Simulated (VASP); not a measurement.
# Mg (Fm-3m) in VASP: notebook

One crystal, Mg, is run at these levels: BLYP, AM05, PW91, optB88-vdW; tasks: relaxation of cell and atoms.

Everything below comes from runs of VASP 6.6.1. Logs are shortened: lines on timing, memory, paths and dates and some standing lists are left out, and cuts for length are marked.

## 1. The crystal as given

The structure is cubic, space group Fm-3m (No. 225). The conventional cell has a = 6.967 Å, b = 6.967 Å, c = 6.967 Å, α = 90.00°, β = 90.00°, γ = 90.00°. Around Mg (site symmetry m-3m) lie 8 Mg at 3.02 Å. Around Mg (site symmetry -43m) lie 4 Mg at 3.02 Å.

The cell was built by a generator and needn't be a form met in nature.

## 2. Relaxation of cell and atoms, BLYP

File INCAR:

```
SYSTEM = Mg
PREC = Accurate
ENCUT = 600
EDIFF = 1E-7
ISMEAR = -1
SIGMA = 0.05
LREAL = .FALSE.
LASPH = .TRUE.
NELM = 100
ALGO = Normal
ISIF = 3
LWAVE = .FALSE.
LCHARG = .FALSE.
GGA = B5
ALDAX = 1.0
AGGAX = 1.0
AGGAC = 1.0
ALDAC = 0.0
IBRION = 2
NSW = 40
EDIFFG = -0.005
```

File KPOINTS:

```
Automatic mesh
0
G
  7 7 7
  0 0 0
```

File POSCAR:

```
Mg
1.0
    0.0000000000      3.4835000000      3.4835000000
    3.4835000000      0.0000000000      3.4835000000
    3.4835000000      3.4835000000      0.0000000000
Mg
3
Direct
    0.0000000000      0.0000000000      0.0000000000
    0.2500000000      0.2500000000      0.2500000000
    0.7500000000      0.7500000000      0.7500000000
```

Potentials or basis: VASP PAW PBE potentials, release 64 (Mg).

The run is started by

```sh
$ cat potpaw_PBE.64/Mg/POTCAR > POTCAR
$ mpirun -np 1 vasp_std > vasp.out
```

OUTCAR:

```text
SYSTEM = Mg
   PREC = Accurate
   ENCUT = 600
   EDIFF = 1E-7
   ISMEAR = -1
   LREAL = .FALSE.
   LASPH = .TRUE.
   NELM = 100
   ISIF = 3
   GGA = B5
   IBRION = 2
   NSW = 40
   EDIFFG = -0.005

 ion  position               nearest neighbor table
   1  0.000  0.000  0.000-   3 3.02   2 3.02   3 3.02   2 3.02   3 3.02   3 3.02   2 3.02   2 3.02

   2  0.250  0.250  0.250-   1 3.02   1 3.02   1 3.02   1 3.02   3 3.48   3 3.48   3 3.48   3 3.48
                             3 3.48   3 3.48
   3  0.750  0.750  0.750-   1 3.02   1 3.02   1 3.02   1 3.02   2 3.48   2 3.48   2 3.48   2 3.48
                             2 3.48   2 3.48

  LATTYP: Found a face centered cubic cell.
 ALAT       =     6.9670000000

  Lattice vectors:

 A1 = (   0.0000000000,   3.4835000000,   3.4835000000)
 A2 = (   3.4835000000,   0.0000000000,   3.4835000000)
 A3 = (   3.4835000000,   3.4835000000,   0.0000000000)

Analysis of symmetry for initial positions (statically):
=====================================================================
 Subroutine PRICEL returns:
 Original cell was already a primitive cell.

 Routine SETGRP: Setting up the symmetry group for a
 face centered cubic supercell.

 Subroutine GETGRP returns: Found 48 space group operations
 (whereof 48 operations were pure point group operations)
 out of a pool of 48 trial point group operations.

The static configuration has the point symmetry O_h .

Analysis of symmetry for dynamics (positions and initial velocities):
=====================================================================
 Subroutine PRICEL returns:
 Original cell was already a primitive cell.

 Routine SETGRP: Setting up the symmetry group for a
 face centered cubic supercell.

 Subroutine GETGRP returns: Found 48 space group operations
 (whereof 48 operations were pure point group operations)
 out of a pool of 48 trial point group operations.

The dynamic configuration has the point symmetry O_h .

 Subroutine INISYM returns: Found 48 space group operations
 (whereof 48 operations are pure point group operations),
 and found     1 'primitive' translations

----------------------------------------------------------------------------------------

                                     Primitive cell

  volume of cell :      84.5430

  direct lattice vectors                    reciprocal lattice vectors
     0.000000000  3.483500000  3.483500000    -0.143533802  0.143533802  0.143533802
     3.483500000  0.000000000  3.483500000     0.143533802 -0.143533802  0.143533802
     3.483500000  3.483500000  0.000000000     0.143533802  0.143533802 -0.143533802

  length of vectors
     4.926412945  4.926412945  4.926412945     0.248607838  0.248607838  0.248607838

  position of ions in fractional coordinates (direct lattice)
     0.000000000  0.000000000  0.000000000
     0.250000000  0.250000000  0.250000000
     0.750000000  0.750000000  0.750000000

  ion indices of the primitive-cell ions
   primitive index   ion index
                 1           1
                 2           2
                 3           3

----------------------------------------------------------------------------------------

 KPOINTS: Automatic mesh

Automatic generation of k-mesh.
 Grid dimensions read from file:
 generate k-points for:    7    7    7

 Generating k-lattice:

  Cartesian coordinates                     Fractional coordinates (reciprocal lattice)
    -0.020504829  0.020504829  0.020504829     0.142857143  0.000000000  0.000000000
     0.020504829 -0.020504829  0.020504829     0.000000000  0.142857143  0.000000000
     0.020504829  0.020504829 -0.020504829     0.000000000  0.000000000  0.142857143

  Length of vectors
     0.035515405  0.035515405  0.035515405

  Shift w.r.t. Gamma in fractional coordinates (k-lattice)
     0.000000000  0.000000000  0.000000000

 Subroutine IBZKPT returns following result:
 ===========================================

 Found     20 irreducible k-points:

 Following reciprocal coordinates:
            Coordinates               Weight
  0.000000  0.000000  0.000000      1.000000
  0.142857  0.000000  0.000000      8.000000
  0.285714  0.000000  0.000000      8.000000
  0.428571  0.000000  0.000000      8.000000
  0.142857  0.142857  0.000000      6.000000
  0.285714  0.142857  0.000000     24.000000
[... 12 lines left out ...]
 -0.428571  0.428571  0.142857     24.000000
 -0.285714  0.428571  0.142857     24.000000
   k-points           NKPTS =     20   k-points in BZ     NKDIM =     20   number of bands    NBANDS=      7
   number of dos      NEDOS =    301   number of ions     NIONS =      3
   total plane-waves  NPLWV =  64000
   dimension x,y,z NGX =    40 NGY =   40 NGZ =   40
   dimension x,y,z NGXF=    80 NGYF=   80 NGZF=   80
   ions per type =               3
   NGX,Y,Z   is equivalent  to a cutoff of  13.50, 13.50, 13.50 a.u.
   NGXF,Y,Z  is equivalent  to a cutoff of  27.00, 27.00, 27.00 a.u.
 SYSTEM =  Mg
   PREC   = accura    normal or accurate (medium, high low for compatibility)
   ISTART =      0    job   : 0-new  1-cont  2-samecut
   ICHARG =      2    charge: 1-file 2-atom 10-const
   ISPIN  =      1    spin polarized calculation?
   LNONCOLLINEAR =      F non collinear calculations
   LSORBIT =      F    spin-orbit coupling
   LASPH  =      T    aspherical Exc in radial PAW
   ENCUT  =  600.0 eV  44.10 Ry    6.64 a.u.   9.84  9.84  9.84*2*pi/ulx,y,z
   NELM   =    100;   NELMIN=  2; NELMDL= -5     # of ELM steps
   EDIFF  = 0.1E-06   stopping-criterion for ELM
   LREAL  =      F    real-space projection
   EDIFFG = -.5E-02   stopping-criterion for IOM
   NSW    =     40    number of steps for IOM
   IBRION =      2    ionic relax: 0-MD 1-quasi-New 2-CG
   NFREE  =      1    steps in history (QN), initial steepest desc. (CG)
   ISIF   =      3    stress and relaxation
   ISYM   =      2    0-nonsym 1-usesym 2-fastsym
   POTIM  = 0.5000    time-step for ionic-motion
   TEBEG  =    0.0;   TEEND  =   0.0 temperature during run
   PSTRESS=    0.0 pullay stress
   NELECT =       6.0000    total number of electrons
   NUPDOWN=      -1.0000    fix difference up-down
   EMIN   =  10.00;   EMAX   =-10.00  energy-range for DOS
   EFERMI =   0.00;   METHOD = LEGACY
   ISMEAR =    -1;   SIGMA  =   0.05  broadening in eV -4-tet -1-fermi 0-gaus
   EFERMI_NEDOS =   21; number of points for ismear=-14 and -15
   IALGO  =     38    algorithm
   IMIX   =      4    mixing-type and parameters
     AMIX     =   0.40;   BMIX     =  1.00
     AMIX_MAG =   1.60;   BMIX_MAG =  1.00
  volume/ion in A,a.u.               =      28.18       190.17
  Fermi-wavevector in a.u.,A,eV,Ry     =   0.677797  1.280850  6.250630  0.459408
  Thomas-Fermi vector in A             =   1.755511
   LORBIT       =      0    0 simple, 1 ext, 2 COOP (PROOUT), +10 PAW based schemes
   GGA     = B5    functional components
   LHFCALC =     F    Hartree Fock is set to
   AEXX    =    0.0000 exact exchange contribution
   IVDW    =     0    specifies the selected vdW correction
   LEPSILON=     F    determine dielectric tensor
   LRPA    =     F    only Hartree local field effects (RPA)
 conjugate gradient relaxation of ions
 non-spin polarized calculation
  energy-cutoff  :      600.00
  volume of cell :       84.54
 maximum number of plane-waves:      2838
   NGX = 19   NGY = 19   NGZ = 19

--------------------------------------- Ionic step        1  -------------------------------------------

 number of electron       6.0000000 magnetization

 Free energy of the ion-electron system (eV)
  ---------------------------------------------------
  ext. energy  EPLUGINS =         0.00000000
  ---------------------------------------------------
  free energy    TOTEN  =        -1.70905586 eV

  energy without entropy =       -1.69285010  energy(sigma->0) =       -1.70095298

------------------------ aborting loop because EDIFF is reached ----------------------------------------

  FORCE on cell =-STRESS in cart. coord.  units (eV):
  Direction    XX          YY          ZZ          XY          YZ          ZX
  --------------------------------------------------------------------------------------
  -------------------------------------------------------------------------------------
  Total        0.5053571      0.5053571      0.5053571      0.0000000      0.0000000      0.0000000
  in kB        9.5770440      9.5770440      9.5770440      0.0000000      0.0000000      0.0000000
  external PRESSURE =       9.5770440 kB  Pullay stress =       0.0000000 kB

 VOLUME and BASIS-vectors are now :
 -----------------------------------------------------------------------------
  energy-cutoff  :      600.00
  volume of cell :       84.54
      direct lattice vectors                 reciprocal lattice vectors
     0.000000000  3.483500000  3.483500000    -0.143533802  0.143533802  0.143533802
     3.483500000  0.000000000  3.483500000     0.143533802 -0.143533802  0.143533802
     3.483500000  3.483500000  0.000000000     0.143533802  0.143533802 -0.143533802
[... 75 lines left out ...]
 POSITION                                       TOTAL-FORCE (eV/Angst)
 -----------------------------------------------------------------------------------
      0.00000      0.00000      0.00000        -0.000000     -0.000000     -0.000000
      1.76624      1.76624      1.76624        -0.000000     -0.000000     -0.000000
      5.29871      5.29871      5.29871         0.000000      0.000000      0.000000
 -----------------------------------------------------------------------------------
    total drift:                                0.000000     -0.000000     -0.000000

  FREE ENERGIE OF THE ION-ELECTRON SYSTEM (eV)
  ---------------------------------------------------
  free  energy   TOTEN  =        -1.7200300739 eV

  energy  without entropy=       -1.7040912706  energy(sigma->0) =       -1.71206067

--------------------------------------- Ionic step        4  -------------------------------------------

 number of electron       6.0000000 magnetization

 Free energy of the ion-electron system (eV)
  ---------------------------------------------------
  ext. energy  EPLUGINS =         0.00000000
  ---------------------------------------------------
  free energy    TOTEN  =        -1.72005054 eV

  energy without entropy =       -1.70412030  energy(sigma->0) =       -1.71208542

 E-fermi :   1.6723     XC(G=0):  -7.1057

 val. band max:        1.5851570560   @ k =  -0.4286   0.2857   0.1429
 cond. band min:       1.7607895387   @ k =   0.4286   0.2857   0.0000
 fundamental gap:      0.1756324828
 Fermi energy:         1.6722645370

 k-point     1 :       0.0000    0.0000    0.0000
  band No.  band energies     occupation
      1      -4.1815      2.00000
      2       3.8539      0.00000
      3       3.8539      0.00000
      4       3.8539      0.00000
      5       4.2252      0.00000
      6       4.2252      0.00000
      7       4.2252      0.00000

 k-point     2 :       0.1429    0.0000    0.0000
  band No.  band energies     occupation
      1      -4.0031      2.00000
      2       2.1435      0.00016
      3       3.4243      0.00000
      4       3.4243      0.00000
      5       4.3319      0.00000
      6       4.7230      0.00000
      7       4.7230      0.00000
[... 200 lines left out ...]
 POSITION                                       TOTAL-FORCE (eV/Angst)
 -----------------------------------------------------------------------------------
      3.53434      7.06867      3.53434        -0.000000      0.000000     -0.000000
      1.76717      1.76717      1.76717         0.000000      0.000000      0.000000
      5.30150      5.30150      5.30150        -0.000000     -0.000000     -0.000000
 -----------------------------------------------------------------------------------
    total drift:                               -0.000000     -0.000000     -0.000000

  FREE ENERGIE OF THE ION-ELECTRON SYSTEM (eV)
  ---------------------------------------------------
  free  energy   TOTEN  =        -1.7200505446 eV

  energy  without entropy=       -1.7041202976  energy(sigma->0) =       -1.71208542

 reached required accuracy - stopping structural energy minimisation
```

Run time: 52 s. Hardware: 1 thread of Intel Xeon 6975P-C (Granite Rapids), shared host; peak memory 0.24 GiB.

What came out:

```yaml
Free_energy: -1.7201 eV
Relaxed_volume: 29.43 Å³/atom
Relaxed_cell: a = 4.998 Å, b = 4.998 Å, c = 4.998 Å, α = 60.00°, β = 60.00°, γ = 60.00°
Space_group_after_relaxing_to_0.05_Å: Fm-3m (No. 225)
Energy_gained_by_relaxing: 3.7 meV/atom
Ionic_steps: 4
Pressure_after_relaxing: 0.0 GPa
Band_gap_on_the_k_mesh: none (metal or under the smearing width)
```

The path:
| step | energy change (eV) | largest force (eV/Å) | pressure (GPa) | volume (Å³) |
| --- | --- | --- | --- | --- |
| 1 | 0.0000 | 0.0000 | 0.96 | 84.54 |
| 2 | -0.0088 | 0.0000 | 0.40 | 86.62 |
| 3 | -0.0110 | 0.0000 | 0.03 | 88.16 |
| 4 | -0.0110 | 0.0000 | 0.00 | 88.30 |

Final structure:
```
CELL_PARAMETERS angstrom
0.00000 3.53434 3.53434
3.53434 0.00000 3.53434
3.53434 3.53434 0.00000
ATOMIC_POSITIONS crystal
Mg 0.00000 0.00000 0.00000
Mg 0.25000 0.25000 0.25000
Mg 0.75000 0.75000 0.75000
```

Levels at points of the mesh, in eV from the Fermi level:
```csv
k point,band 1,band 2,band 3,band 4,band 5,band 6,band 7
"(0.00, 0.00, 0.00)",-5.85,2.18,2.18,2.18,2.55,2.55,2.55
```

Caveat: the PAW data sets were made with another functional, which shifts forces and pressure a little.

(Part 1 of 2 ends here.)
